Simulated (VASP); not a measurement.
Here is a VASP 6.6.1 calculation.

Contents of INCAR:

```
SYSTEM = Zr
ALGO = Normal
EDIFF = 1E-6
EDIFFG = -0.01
ENCUT = 600
GGA = PS
IBRION = 2
ISIF = 3
ISMEAR = 1
LASPH = .TRUE.
LCHARG = .FALSE.
LREAL = .FALSE.
LWAVE = .FALSE.
NELM = 80
NSW = 90
PREC = Accurate
PSTRESS = 51.9
SIGMA = 0.1
```

KPOINTS

```
k-points
0
G
  9 9 12
  0 0 0
```

The input POSCAR:

```
Zr
1.0
    5.0328000000      0.0000000000      0.0000000000
   -2.5164000000      4.3585326500      0.0000000000
    0.0000000000      0.0000000000      3.1324000000
Zr
3
Direct
    0.6666666700      0.3333333300      0.5000000000
    0.3333333300      0.6666666700      0.5000000000
    0.0000000000      0.0000000000      0.0000000000
```

Potentials or basis: VASP PAW PBE potentials, release 64 (Zr_sv).

Launch:

```bash
$ cat potpaw_PBE.64/Zr_sv/POTCAR > POTCAR
$ mpirun -np 1 vasp_std > vasp.out
```

Problem. What does it give for the space group after relaxing (to 0.05 Å)?

Solution. P6/mmm (No. 191).

Problem. What does it give for the relaxed cell?

Solution. a = 4.892 Å, b = 4.892 Å, c = 3.068 Å, α = 90.00°, β = 90.00°, γ = 120.00°.

Final structure:
```yaml
crystal:
  lattice:
    - [4.89222, 0.00000, 0.00000]
    - [-2.44611, 4.23679, 0.00000]
    - [0.00000, 0.00000, 3.06850]
  atoms:
    - { symbol: Zr, position: [0.66667, 0.33333, 0.50000] }
    - { symbol: Zr, position: [0.33333, 0.66667, 0.50000] }
    - { symbol: Zr, position: [0.00000, 0.00000, 0.00000] }
```
